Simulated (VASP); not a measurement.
# Ga2O3 (C2/m) in VASP: band structure with PBE

Aim: the band structure of Ga2O3 with PBE.

Everything below comes from runs of VASP 6.6.1. Logs are shortened: lines on timing, memory, paths and dates and some standing lists are left out, and cuts for length are marked.

### Step 1. The structure

The structure is monoclinic, space group C2/m (No. 12). Conventional cell: a = 12.214 Å, b = 3.037 Å, c = 5.798 Å, α = 90.00°, β = 103.83°, γ = 90.00°. Around Ga (site symmetry m) lie 4 O at 1.83 to 1.86 Å. Ga (site symmetry m) is surrounded by 6 O at 1.94 to 2.07 Å. O (site symmetry m) is surrounded by 3 Ga at 1.83 to 1.94 Å. O (site symmetry m) is surrounded by 4 Ga at 1.86 to 2.07 Å. Around O (site symmetry m) lie 3 Ga at 1.83 to 1.94 Å.

### Step 2. Band structure, PBE

Input file POSCAR:

```
Ga2O3
1.0
    6.1070000000     -1.5185500000      0.0000000000
    6.1070000000      1.5185500000      0.0000000000
   -1.3859889000      0.0000000000      5.6300087400
Ga O
4 6
Direct
    0.0905000000      0.0905000000      0.7946000000
    0.9095000000      0.9095000000      0.2054000000
    0.6586600000      0.6586600000      0.3140200000
    0.3413400000      0.3413400000      0.6859800000
    0.1645000000      0.1645000000      0.1098000000
    0.8355000000      0.8355000000      0.8902000000
    0.1733000000      0.1733000000      0.5632000000
    0.8267000000      0.8267000000      0.4368000000
    0.4959000000      0.4959000000      0.2566000000
    0.5041000000      0.5041000000      0.7434000000
```

Input file INCAR.step1:

```
SYSTEM = Ga2O3
PREC     = Accurate       ! precision mode
ENCUT    = 520            ! plane-wave cutoff, eV
EDIFF    = 1E-7           ! SCF threshold, eV
ISMEAR   = 0              ! smearing method
SIGMA    = 0.02           ! smearing width, eV
LREAL    = .FALSE.        ! projectors in reciprocal space
LASPH    = .TRUE.         ! aspherical terms in the spheres
NELM     = 100            ! most SCF steps
ALGO     = Normal         ! electronic algorithm
ISIF     = 2              ! what is computed and relaxed
LWAVE    = .FALSE.        ! write WAVECAR
LCHARG   = .TRUE.         ! write CHGCAR
GGA      = PE             ! functional
```

Input file KPOINTS.step1:

```
regular mesh
0
G
  10 10 6
  0 0 0
```

Input file INCAR.step2:

```
SYSTEM = Ga2O3
PREC     = Accurate       ! precision mode
ENCUT    = 520            ! plane-wave cutoff, eV
EDIFF    = 1E-7           ! SCF threshold, eV
ISMEAR   = 0              ! smearing method
SIGMA    = 0.05           ! smearing width, eV
LREAL    = .FALSE.        ! projectors in reciprocal space
LASPH    = .TRUE.         ! aspherical terms in the spheres
NELM     = 100            ! most SCF steps
ALGO     = Normal         ! electronic algorithm
ISIF     = 2              ! what is computed and relaxed
LWAVE    = .FALSE.        ! write WAVECAR
LCHARG   = .FALSE.        ! write CHGCAR
GGA      = PE             ! functional
ICHARG   = 11             ! starting density
```

Input file KPOINTS.step2:

```
path XGY,LGZ,NGM,RG
10
line-mode
reciprocal
 0.0000000000  0.5000000000  0.0000000000  X
 0.0000000000  0.0000000000  0.0000000000  G

 0.0000000000  0.0000000000  0.0000000000  G
 0.0000000000  0.0000000000 -0.5000000000  Y

 0.0000000000  0.5000000000 -0.5000000000  L
 0.0000000000  0.0000000000  0.0000000000  G

 0.0000000000  0.0000000000  0.0000000000  G
-0.5000000000 -0.5000000000  0.5000000000  Z

-0.5000000000  0.0000000000  0.5000000000  N
 0.0000000000  0.0000000000  0.0000000000  G

 0.0000000000  0.0000000000  0.0000000000  G
-0.5000000000 -0.5000000000  0.0000000000  M

-0.5000000000  0.0000000000  0.0000000000  R
 0.0000000000  0.0000000000  0.0000000000  G
```

Potentials or basis: VASP PAW PBE potentials, release 64 (Ga_d, O).

The run is started by

```
$ cat potpaw_PBE.64/Ga_d/POTCAR potpaw_PBE.64/O/POTCAR > POTCAR
$ cp INCAR.step1 INCAR
$ cp KPOINTS.step1 KPOINTS
$ mpirun -np 1 vasp_std > vasp.out
$ cp INCAR.step2 INCAR
$ cp KPOINTS.step2 KPOINTS
$ mpirun -np 1 vasp_std > vasp.out
```

OUTCAR:

```text
SYSTEM = Ga2O3
   PREC = Accurate
   ENCUT = 520
   EDIFF = 1E-7
   ISMEAR = 0
   LREAL = .FALSE.
   LASPH = .TRUE.
   NELM = 100
   ISIF = 2
   GGA = PE
   ICHARG = 11

 ion  position               nearest neighbor table
   1  0.090  0.090  0.795-  10 1.83  10 1.83   5 1.83   7 1.86
   2  0.910  0.910  0.205-   9 1.83   9 1.83   6 1.83   8 1.86
   3  0.659  0.659  0.314-   9 1.94   5 1.94   5 1.94   8 2.01   7 2.07   7 2.07
   4  0.341  0.341  0.686-  10 1.94   6 1.94   6 1.94   7 2.01   8 2.07   8 2.07
   5  0.164  0.164  0.110-   1 1.83   3 1.94   3 1.94
   6  0.836  0.836  0.890-   2 1.83   4 1.94   4 1.94
   7  0.173  0.173  0.563-   1 1.86   4 2.01   3 2.07   3 2.07
   8  0.827  0.827  0.437-   2 1.86   3 2.01   4 2.07   4 2.07
   9  0.496  0.496  0.257-   2 1.83   2 1.83   3 1.94
  10  0.504  0.504  0.743-   1 1.83   1 1.83   4 1.94

  LATTYP: Found a base centered monoclinic cell.
 ALAT       =    12.2140000000
 B/A-ratio  =     0.2486572785
 C/A-ratio  =     0.4747093502
 COS(beta)  =    -0.2390419102

  Lattice vectors:

 A1 = (   6.1070000000,  -1.5185500000,   0.0000000000)
 A2 = (   6.1070000000,   1.5185500000,   0.0000000000)
 A3 = (  -1.3859889000,   0.0000000000,   5.6300087400)

Analysis of symmetry for initial positions (statically):
=====================================================================
 Subroutine PRICEL returns:
 Original cell was already a primitive cell.

 Routine SETGRP: Setting up the symmetry group for a
 base centered monoclinic supercell.

 Subroutine GETGRP returns: Found  4 space group operations
 (whereof  4 operations were pure point group operations)
 out of a pool of  4 trial point group operations.

The static configuration has the point symmetry C_2h.

Analysis of symmetry for dynamics (positions and initial velocities):
=====================================================================
 Subroutine PRICEL returns:
 Original cell was already a primitive cell.

 Routine SETGRP: Setting up the symmetry group for a
 base centered monoclinic supercell.

 Subroutine GETGRP returns: Found  4 space group operations
 (whereof  4 operations were pure point group operations)
 out of a pool of  4 trial point group operations.

The dynamic configuration has the point symmetry C_2h.

 Subroutine INISYM returns: Found  4 space group operations
 (whereof  4 operations are pure point group operations),
 and found     1 'primitive' translations

----------------------------------------------------------------------------------------

                                     Primitive cell

  volume of cell :     104.4230

  direct lattice vectors                    reciprocal lattice vectors
     6.107000000 -1.518550000  0.000000000     0.081873260 -0.329261467  0.020155462
     6.107000000  1.518550000  0.000000000     0.081873260  0.329261467  0.020155462
    -1.385988900  0.000000000  5.630008740     0.000000000  0.000000000  0.177619618

  length of vectors
     6.292967750  6.292967750  5.798100003     0.339886138  0.339886138  0.177619618

  position of ions in fractional coordinates (direct lattice)
     0.090500000  0.090500000  0.794600000
     0.909500000  0.909500000  0.205400000
     0.658660000  0.658660000  0.314020000
     0.341340000  0.341340000  0.685980000
     0.164500000  0.164500000  0.109800000
     0.835500000  0.835500000  0.890200000
     0.173300000  0.173300000  0.563200000
     0.826700000  0.826700000  0.436800000
     0.495900000  0.495900000  0.256600000
     0.504100000  0.504100000  0.743400000

  ion indices of the primitive-cell ions
   primitive index   ion index
                 1           1
                 2           2
                 3           3
                 4           4
                 5           5
                 6           6
                 7           7
                 8           8
                 9           9
                10          10

----------------------------------------------------------------------------------------

 KPOINTS: path XGY,LGZ,NGM,RG

Interpolating k-points between supplied coordinates.

 Line segments in fractional coordinates (reciprocal lattice):
    0.000000  0.500000  0.000000  ...  0.000000  0.000000  0.000000
    0.000000  0.000000  0.000000  ...  0.000000  0.000000 -0.500000
    0.000000  0.500000 -0.500000  ...  0.000000  0.000000  0.000000
    0.000000  0.000000  0.000000  ... -0.500000 -0.500000  0.500000
   -0.500000  0.000000  0.500000  ...  0.000000  0.000000  0.000000
    0.000000  0.000000  0.000000  ... -0.500000 -0.500000  0.000000
   -0.500000  0.000000  0.000000  ...  0.000000  0.000000  0.000000

 Generated    10 points on each line segment, for a total of     70 k-points:

 Following reciprocal coordinates:
            Coordinates               Weight
  0.000000  0.500000  0.000000      0.014286
  0.000000  0.444444  0.000000      0.014286
  0.000000  0.388889  0.000000      0.014286
  0.000000  0.333333  0.000000      0.014286
  0.000000  0.277778  0.000000      0.014286
  0.000000  0.222222  0.000000      0.014286
[... 16 lines left out ...]
  0.000000  0.388889 -0.388889      0.014286
  0.000000  0.333333 -0.333333      0.014286
 [... further k-points ...]
   k-points           NKPTS =     70   k-points in BZ     NKDIM =     70   number of bands    NBANDS=     52
   number of dos      NEDOS =    301   number of ions     NIONS =     10
   total plane-waves  NPLWV = 110592
   dimension x,y,z NGX =    48 NGY =   48 NGZ =   48
   dimension x,y,z NGXF=    96 NGYF=   96 NGZF=   96
   ions per type =               4   6
   NGX,Y,Z   is equivalent  to a cutoff of  12.68, 12.68, 13.76 a.u.
   NGXF,Y,Z  is equivalent  to a cutoff of  25.36, 25.36, 27.53 a.u.
 SYSTEM =  Ga2O3
   PREC   = accura    normal or accurate (medium, high low for compatibility)
   ISTART =      0    job   : 0-new  1-cont  2-samecut
   ICHARG =     11    charge: 1-file 2-atom 10-const
   ISPIN  =      1    spin polarized calculation?
   LNONCOLLINEAR =      F non collinear calculations
   LSORBIT =      F    spin-orbit coupling
   LASPH  =      T    aspherical Exc in radial PAW
   ENCUT  =  520.0 eV  38.22 Ry    6.18 a.u.  11.70 11.70 10.78*2*pi/ulx,y,z
   NELM   =    100;   NELMIN=  2; NELMDL=  0     # of ELM steps
   EDIFF  = 0.1E-06   stopping-criterion for ELM
   LREAL  =      F    real-space projection
   EDIFFG = 0.1E-05   stopping-criterion for IOM
   NSW    =      0    number of steps for IOM
   IBRION =     -1    ionic relax: 0-MD 1-quasi-New 2-CG
   NFREE  =      0    steps in history (QN), initial steepest desc. (CG)
   ISIF   =      2    stress and relaxation
   ISYM   =      2    0-nonsym 1-usesym 2-fastsym
   POTIM  = 0.5000    time-step for ionic-motion
   TEBEG  =    0.0;   TEEND  =   0.0 temperature during run
   PSTRESS=    0.0 pullay stress
   NELECT =      88.0000    total number of electrons
   NUPDOWN=      -1.0000    fix difference up-down
   EMIN   =  10.00;   EMAX   =-10.00  energy-range for DOS
   EFERMI =   0.00;   METHOD = LEGACY
   ISMEAR =     0;   SIGMA  =   0.05  broadening in eV -4-tet -1-fermi 0-gaus
   EFERMI_NEDOS =   21; number of points for ismear=-14 and -15
   IALGO  =     38    algorithm
   IMIX   =      4    mixing-type and parameters
     AMIX     =   0.40;   BMIX     =  1.00
     AMIX_MAG =   1.60;   BMIX_MAG =  1.00
  volume/ion in A,a.u.               =      10.44        70.47
  Fermi-wavevector in a.u.,A,eV,Ry     =   1.546335  2.922150 32.533613  2.391153
  Thomas-Fermi vector in A             =   2.651586
   LORBIT       =      0    0 simple, 1 ext, 2 COOP (PROOUT), +10 PAW based schemes
   GGA     = PE    functional components
   LHFCALC =     F    Hartree Fock is set to
   AEXX    =    0.0000 exact exchange contribution
   IVDW    =     0    specifies the selected vdW correction
   LEPSILON=     F    determine dielectric tensor
   LRPA    =     F    only Hartree local field effects (RPA)
 non-spin polarized calculation
 Gauss-broadening in eV      SIGMA  =   0.05
  energy-cutoff  :      520.00
  volume of cell :      104.42
 maximum number of plane-waves:      2846
 NGX is ok and might be reduce to    48

 number of electron      88.0000020 magnetization

 Free energy of the ion-electron system (eV)
  ---------------------------------------------------
  ext. energy  EPLUGINS =         0.00000000
  ---------------------------------------------------
  free energy    TOTEN  =       -54.61803230 eV

  energy without entropy =      -54.61803230  energy(sigma->0) =      -54.61803230

 E-fermi :   4.1053     XC(G=0): -11.6435

 val. band max:        3.8917643906   @ k =  -0.5000  -0.5000   0.5000
 cond. band min:       6.3182720254   @ k =   0.0000   0.0000   0.0000
 fundamental gap:      2.4265076349
 Fermi energy:         4.1052714243

 k-point     1 :       0.0000    0.5000    0.0000
  band No.  band energies     occupation
      1     -13.9033      2.00000
      2     -13.7309      2.00000
      3     -13.6419      2.00000
      4     -13.5281      2.00000
      5     -13.2487      2.00000
      6     -13.2394      2.00000
[... 44 lines left out ...]
     51      13.8885      0.00000
     52      14.3886      0.00000

 k-point     2 :       0.0000    0.4444    0.0000
  band No.  band energies     occupation
      1     -13.9804      2.00000
      2     -13.7230      2.00000
      3     -13.6281      2.00000
      4     -13.5268      2.00000
      5     -13.2488      2.00000
      6     -13.2414      2.00000
[... 44 lines left out ...]
     51      13.8670      0.00000
     52      14.2267      0.00000

 k-point     3 :       0.0000    0.3889    0.0000
  band No.  band energies     occupation
      1     -14.1390      2.00000
      2     -13.7348      2.00000
      3     -13.6243      2.00000
      4     -13.5146      2.00000
      5     -13.2496      2.00000
      6     -13.2472      2.00000
[... 44 lines left out ...]
     51      13.6846      0.00000
     52      14.0463      0.00000
[... 1046 lines left out ...]
 k-point    23 :       0.0000    0.3889   -0.3889
  band No.  band energies     occupation
      1     -14.0399      2.00000
      2     -13.7383      2.00000
      3     -13.6456      2.00000
      4     -13.5024      2.00000
      5     -13.3355      2.00000
      6     -13.2618      2.00000
[... 44 lines left out ...]
     51      13.2996      0.00000
     52      13.9618      0.00000

 k-point    24 :       0.0000    0.3333   -0.3333
  band No.  band energies     occupation
      1     -14.2337      2.00000
      2     -13.7731      2.00000
      3     -13.6809      2.00000
      4     -13.4818      2.00000
      5     -13.3627      2.00000
      6     -13.2401      2.00000
[... 44 lines left out ...]
     51      13.6506      0.00000
     52      13.8835      0.00000

 [... further k-points ...]
[... 5 lines left out ...]
  --------------------------------------------------------------------------------------
  -------------------------------------------------------------------------------------
  Total       10.7251578     16.6676807     14.9812521      0.0000000      0.0000000     -1.0939026
  in kB      164.5576945    255.7347076    229.8595823      0.0000000      0.0000000    -16.7839106
  external PRESSURE =     216.7173281 kB  Pullay stress =       0.0000000 kB

 VOLUME and BASIS-vectors are now :
 -----------------------------------------------------------------------------
  energy-cutoff  :      520.00
  volume of cell :      104.42
      direct lattice vectors                 reciprocal lattice vectors
     6.107000000 -1.518550000  0.000000000     0.081873260 -0.329261467  0.020155462
     6.107000000  1.518550000  0.000000000     0.081873260  0.329261467  0.020155462
    -1.385988900  0.000000000  5.630008740     0.000000000  0.000000000  0.177619618

 POSITION                                       TOTAL-FORCE (eV/Angst)
 -----------------------------------------------------------------------------------
      0.00406      0.00000      4.47360         0.473190      0.000000      0.246992
     10.82395      0.00000      1.15640        -0.473190      0.000000     -0.246992
      7.60965      0.00000      1.76794        -0.055855      0.000000      0.097640
      3.21837      0.00000      3.86207         0.055855      0.000000     -0.097640
      1.85702      0.00000      0.61817         0.117824      0.000000     -0.648872
      8.97099      0.00000      5.01183        -0.117824      0.000000      0.648872
      1.33610      0.00000      3.17082         0.367778      0.000000      0.480199
      9.49191      0.00000      2.45919        -0.367778      0.000000     -0.480199
      5.70128      0.00000      1.44466         0.724891      0.000000      0.116067
      5.12673      0.00000      4.18535        -0.724891      0.000000     -0.116067
 -----------------------------------------------------------------------------------
    total drift:                               -0.000000     -0.000000      0.000000

  FREE ENERGIE OF THE ION-ELECTRON SYSTEM (eV)
  ---------------------------------------------------
  free  energy   TOTEN  =       -54.6180323006 eV

  energy  without entropy=      -54.6180323006  energy(sigma->0) =      -54.61803230
```

Run time: 22 min. Hardware: 1 thread of AMD EPYC 9R45 (Zen 5), shared host; peak memory 0.77 GiB.

Results:

| Property | Result |
| --- | --- |
| Band gap on the k mesh | 2.42 eV, indirect (least direct gap 2.44 eV) |
| Band gap along the path | 2.43 eV, indirect (least direct gap 2.44 eV) |

Levels at the corners of the path, in eV from the valence-band top:
| point | band 42 | band 43 | band 44 | band 45 | band 46 | band 47 |
| --- | --- | --- | --- | --- | --- | --- |
| X | -0.71 | -0.45 | -0.12 | 5.69 | 6.55 | 7.25 |
| Γ | -0.47 | -0.27 | -0.01 | 2.43 | 5.73 | 6.76 |
| Γ | -0.47 | -0.27 | -0.01 | 2.43 | 5.73 | 6.76 |
| Y | -0.62 | -0.49 | -0.29 | 4.80 | 4.93 | 6.76 |
| L | -1.04 | -0.73 | -0.64 | 6.95 | 6.98 | 7.87 |
| Γ | -0.47 | -0.27 | -0.01 | 2.43 | 5.73 | 6.76 |
| Γ | -0.47 | -0.27 | -0.01 | 2.43 | 5.73 | 6.76 |
| Z | -0.59 | -0.59 | 0.00 | 5.22 | 5.35 | 6.28 |
| N | -1.04 | -0.73 | -0.64 | 6.95 | 6.98 | 7.87 |
| Γ | -0.47 | -0.27 | -0.01 | 2.43 | 5.73 | 6.76 |
| Γ | -0.47 | -0.27 | -0.01 | 2.43 | 5.73 | 6.76 |
| M | -0.66 | -0.41 | -0.15 | 4.59 | 4.85 | 5.86 |
| R | -0.71 | -0.45 | -0.12 | 5.69 | 6.55 | 7.25 |
| Γ | -0.47 | -0.27 | -0.01 | 2.43 | 5.73 | 6.76 |

Caveat: the log is that of the step along the path at fixed density, whose energy, stress, charges and moments have no meaning. A hybrid or GW would open this gap; PBE tends to underestimate it.
